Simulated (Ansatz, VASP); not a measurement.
# Ga2Pt: VASP beside Ansatz

Aim: how closely do two programs agree when they are given the same cell, functional and k mesh? The cell is taken from a series of runs on this material, whose earlier steps may have relaxed, scaled, displaced or heated it; both programs get it as it stands.

Method: plane waves, with VASP 6.6.1 beside it; relaxation of cell and atoms at r2SCAN with rVV10, in Ansatz 0.2.0.

### 1. The starting structure

It takes space group Fm-3m (No. 225, cubic). The conventional cell has a = 5.911 Å, b = 5.911 Å, c = 5.911 Å, α = 90.00°, β = 90.00°, γ = 90.00°. Ga has 4 Pt at 2.56 Å nearest. Nearest to Pt lie 8 Ga at 2.56 Å. Farther neighbours are not listed.

### 2. Ansatz: relaxation of cell and atoms, r2SCAN with rVV10

Ansatz runs on its default PAW (the set named soft_2) files.

The relaxed volume is the usual yardstick between codes: in a stiff, nearly cubic crystal its relative difference is about their pressure difference at one cell divided by the bulk modulus.

input.yaml

```yaml
crystal:
  lattice:
    - [0.0, 2.9555, 2.9555]
    - [2.9555, 0.0, 2.9555]
    - [2.9555, 2.9555, 0.0]
  atoms:
    - { symbol: Ga, position: [0.25, 0.25, 0.25] }
    - { symbol: Ga, position: [0.75, 0.75, 0.75] }
    - { symbol: Pt, position: [0.0, 0.0, 0.0] }
kpoints:
  mp_grid: { grid: [10, 10, 10] }
hamiltonian:
  xc: r2scan
  dispersion: rvv10
scf:
  occupations: { method: gaussian, width: 0.1 }
output:
  forces: true
  stress: true
  eigenvalues: true
relax:
  adjacent_minimum: "off"
  f_tol: 0.005
  max_steps: 60
  cell: { stress_tol: 0.03 }
```

On the command line:

```
$ ansatz run input.yaml --threads 4 --pin off --max-ram 8192MiB --backend cpu --events-out ev --progress --plain --runs-dir out
```

Numbers of over 12 decimals in the logs are rounded to 6 here.

Output:

```text
Engine: ansatz 0.2.0, aarch64-unknown-linux-gnu
Pseudopotentials: kind: paw
Pseudopotential: Ga, paw, valence charge 13, recommended cutoff 500 eV (meta_gga), Ga.paw.azcp
Pseudopotential: Pt, paw, valence charge 18, recommended cutoff 500 eV (meta_gga), Pt.paw.azcp
Functional definition: r2SCAN+rVV10
  parameter k0 = 0.174
  parameter k1 = 0.065
  parameter a1 = 4.9479
  exchange = r2scan_x(k0 = k0, k1 = k1, a1 = a1)
  correlation = r2scan_c + rvv10(11.95, 0.0093)
Crystal: 3 atoms, lattice volume = 51.632 Å³
Basis set: ecut = 500 eV, 1363 PW (Γ), exchange–correlation on 144×144×144 points (64 copies of the dense FFT grid, shifted against one another)
Bands: 27, of which v1, the nominal top of the filled ones, is band 22 counted from 1 (21 counted from 0)
Symmetry: 48 space group operations
Space group: Fm-3m (ITA 225), of the structure as read, at distance tolerance 3.7e-5 Å
k-points: 47 of 1000
Non-local potential: Ga, projectors of the file, l = 0: 2, l = 1: 2, l = 2: 3, l = 3: 1
Non-local potential: Pt, projectors of the file, l = 0: 3, l = 1: 2, l = 2: 2, l = 3: 1
PAW form: soft (Blöchl's): semilocal exchange-correlation on the pseudo side does not see the compensation charge
rVV10 density: all electrons in the spheres
PAW frozen core: Ga, regenerated for the run's functional (the file was generated under x = pbe(κ = 0.804, μ = 0.219515), c = pbe(β = 0.066725))
PAW frozen core: Pt, regenerated for the run's functional (the file was generated under x = pbe(κ = 0.804, μ = 0.219515), c = pbe(β = 0.066725))
PAW one-centre angular grid: Ga, 590 points (default); XC on 160 Gauss nodes
PAW one-centre angular grid: Pt, 590 points (default); XC on 160 Gauss nodes
Initial density: superposition of atomic densities (neutral atoms: chi_scale 0, normalization atom), corrected by the library's trained network
Initial wavefunctions: pseudopotential atomic-orbital guess
Functional: x = r2scan, c = r2scan + rvv10(b = 11.95, C = 0.0093); τ floored in thin density (d = 2e-4 eV/Å³)
SCF iter   1: F=—  HF=-20113.889352 eV  |F-HF|=—  |Δ(HF+E_count)|=         —  Δρ=1.14e-2  dr2=4.62e-2  dr2_τ=2.48e-2  ethr=1.77e-3  ⟨swp⟩=5.5  Hψ=4919  notcnv=0
preconditioner: auto → none  [insulator: Δε(μ)=0.109 eV  Ē_g=15.670 eV  σ=0.100 eV  W_gap=0.56  n_scr=14 (ndim 8)  ℏωp=31.0 eV  f_vac=0.036  D(μ)=0.89/eV (n_scr^D=0)  ε∞_Penn≈4.9]
SCF iter   2: F=—  HF=-20113.904342 eV  |F-HF|=—  |Δ(HF+E_count)|=   1.50e-2  Δρ=6.04e-3  dr2=2.14e-2  dr2_τ=5.12e-3  ethr=1.05e-4  ⟨swp⟩=2.0  Hψ=2698  notcnv=0  defer=40
SCF iter   3: F=—  HF=-20113.900556 eV  |F-HF|=—  |Δ(HF+E_count)|=   3.79e-3  Δρ=2.49e-3  dr2=1.89e-3  dr2_τ=2.16e-4  ethr=4.86e-5  ⟨swp⟩=2.0  Hψ=1585  notcnv=0  defer=40
SCF iter   4: F=—  HF=-20113.900769 eV  |F-HF|=—  |Δ(HF+E_count)|=   2.13e-4  Δρ=1.37e-3  dr2=3.69e-4  dr2_τ=3.88e-5  ethr=4.29e-6  ⟨swp⟩=2.3  Hψ=1821  notcnv=0  defer=40
SCF iter   5: F=—  HF=-20113.900870 eV  |F-HF|=—  |Δ(HF+E_count)|=   1.01e-4  Δρ=1.80e-4  dr2=1.58e-5  dr2_τ=3.38e-7  ethr=8.39e-7  ⟨swp⟩=2.9  Hψ=2298  notcnv=0  defer=40
SCF iter   6: F=—  HF=-20113.900865 eV  |F-HF|=—  |Δ(HF+E_count)|=   4.92e-6  Δρ=5.22e-5  dr2=1.19e-6  dr2_τ=1.27e-7  ethr=3.60e-8  ⟨swp⟩=2.0  Hψ=1596  notcnv=0  defer=40
SCF iter   7: F=-20113.900865 eV  HF=-20113.900865 eV  |F-HF|=3.58e-8  |Δ(HF+E_count)|=   4.36e-8  Δρ=1.07e-5  dr2=7.66e-8  dr2_τ=1.48e-9  ethr=2.27e-10  ⟨swp⟩=5.9  Hψ=5539  notcnv=0
SCF 1 converged in 7 iterations: F = -20113.900865 eV  dr2 = 7.66e-8
  greatest PAW one-centre occupation: 1.000 electrons in one spin orbital (limit 2), on the Pt atom at site 2 (counted from 0), in its partial waves of l = 0
relax step   1: F+E_penalty+E_count = -20113.90086479 eV  Δ(F+E_penalty+E_count) = +0.000e0 eV  max|allowed force component| = 2.776e-17 eV/Å  Δτ_max = 0.0000 Å  P = +0.166 GPa  Ω = 51.632 Å³  (7 SCF iters, dr2 threshold 1.00e-7 eV, accepted)
[...]
relax step   2: F+E_penalty+E_count = -20113.90085493 eV  Δ(F+E_penalty+E_count) = +9.860e-6 eV  max|allowed force component| = 1.295e-16 eV/Å  Δτ_max = 0.0000 Å  P = -0.060 GPa  Ω = 51.715 Å³  energy of the carried Pulay correction = -3.715e-5 eV  (6 SCF iters, dr2 threshold 6.91e-8 eV, accepted)
[...]
relax step   3: F+E_penalty+E_count = -20113.90086882 eV  Δ(F+E_penalty+E_count) = -1.389e-5 eV  max|allowed force component| = 1.079e-16 eV/Å  Δτ_max = 0.0000 Å  P = -0.000 GPa  Ω = 51.693 Å³  energy of the carried Pulay correction = -2.735e-5 eV  (5 SCF iters, dr2 threshold 8.87e-9 eV, accepted)
[...]
relax step   4: F+E_penalty+E_count = -20113.90089749 eV  Δ(F+E_penalty+E_count) = -2.867e-5 eV  max|allowed force component| = 7.710e-17 eV/Å  Δτ_max = 0.0000 Å  P = +0.000 GPa  Ω = 51.693 Å³  stress off target by 1.42e-4 GPa  SCF on the basis re-selected at this cell (its energy is not comparable with the rows above)  (5 SCF iters)
basis re-selected at this cell: Δ(F+E_penalty+E_count) = -2.867e-5 eV, ΔP = +0.000 GPa vs the last step (what re-selecting the basis moved, of the pressure what is left beyond the Pulay correction that the steps carried, after the strain that the cell walked since its last selection, with what the two solves' SCF thresholds leave and, on support functions, any second-order correction that the steps lacked; it is no m [...]
SCF converged after 5 iterations
Free energy (F): -20113.900897 eV
Harris-Foulkes:  -20113.900897 eV  (|F-HF|=1.09e-11)
Internal energy: -20113.896303 eV  (E = F + TS)
E sigma→0 (E₀):  -20113.898600 eV
Entropy (-TS):   -0.004595 eV (-1.532 meV/atom)
Fermi energy:    13.669689 eV
--- Per-component energies (eV) ---
  E_band       = -308.534218
  E_kinetic    = 870.920606
  E_local      = -5586.931081  (includes V_loc(G=0)·N_el)
  E_nonlocal   = 1054.672931
  E_hartree    = 2466.763237
  E_xc         = -371.006076
  E_vxc        = -458.864825  (∫ρ·V_xc dr)
  E_paw        = -13488.883199  (= ΣΔE_a)
  E_vpaw       = -1150.459338  (= ΣTr[D̂ρ^β])
  E_aug_tail   = 0.000094  (compensation charges beyond the density's cutoff)
  E_vtau       = 28.600896  (kinetic-family band-sum trace: ∫τ·v_τ [+ j·A + Jᵃ·Aᵃ] dr)
  E_ewald      = -5057.895180
  E_core_change = -1.537634  (= ΣΔE_core)
  E_smearing   = -0.004595  (= −TS)
  E_closure    = -0.000000  (closes the sum)
  Σ components = -20113.900897   (vs F -20113.900897, Δ=0.00e0)
--- Forces (eV/Å), atoms counted from 1 ---
  atom   1  Ga    -0.00000000     0.00000000     0.00000000
  atom   2  Ga     0.00000000    -0.00000000    -0.00000000
  atom   3  Pt    -0.00000000     0.00000000     0.00000000
  max |Σ_I F_I| component: 1.85e-17 eV/Å
--- Stress (GPa, compression-positive) ---
        0.000142      -0.000000       0.000000
        0.000000       0.000142       0.000000
        0.000000      -0.000000       0.000142
  P = ⅓ Tr σ = 0.0001 GPa (0.001 kbar)
--- Band table (eV; the first three rows and the last of 47) ---
  k-point 0: bands = [... 18 lower, 10.1158, 10.1158, 14.1451, 19.0577, 19.0577, 19.0577, 19.1461, 19.1461, ... 1 higher]
  k-point 1: bands = [... 18 lower, 10.0870, 10.0870, 14.3209, 16.8720, 18.0288, 18.0288, 19.8233, 19.8233, ... 1 higher]
  k-point 2: bands = [... 18 lower, 10.0369, 10.0369, 13.7469, 15.8261, 16.9552, 16.9552, 19.1932, 19.7139, ... 1 higher]
  k-point 46: bands = [... 18 lower, 9.9517, 10.4261, 10.4266, 10.9269, 12.6022, 17.9252, 20.0108, 20.2597, ... 1 higher]
--- Relaxed structure (3 steps of the walk, 3 accepted, 1 SCFs on fresh bases) ---
  F+E_penalty+E_count = -20113.90089749 eV   max|allowed force component| = 7.710e-17 eV/Å   (the final SCF, on the basis selected at the relaxed cell)
  cell:  # Å, volume = 51.6932 Å³
    - [0, 2.956658, 2.956658]
    - [2.956658, 0, 2.956658]
    - [2.956658, 2.956658, 0]
  atoms:
    - { symbol: Ga, position: [0.25, 0.25, 0.25] }
    - { symbol: Ga, position: [0.750000, 0.750000, 0.750000] }
    - { symbol: Pt, position: [0, 0, 0] }
```

Reading the cycles: dr2 is the Hartree energy of the density residual (eV), the measure of convergence; HF is the Harris–Foulkes estimate of the energy, which meets the free energy F at convergence.

[end of part 1 of 2]

[Lines on the potential files, build, host, timing and source positions are cut from VASP's logs without a mark.]

[Logs are printed without paths, hosts, clocks, repeated set-up lines and the standing remarks that a program may print on its own settings, such as how far it seeks lower states.]

[Hosts, paths, dates, database ids (printed as entryN), source tags and the programs' standing remarks are cut or masked in the printed files.]
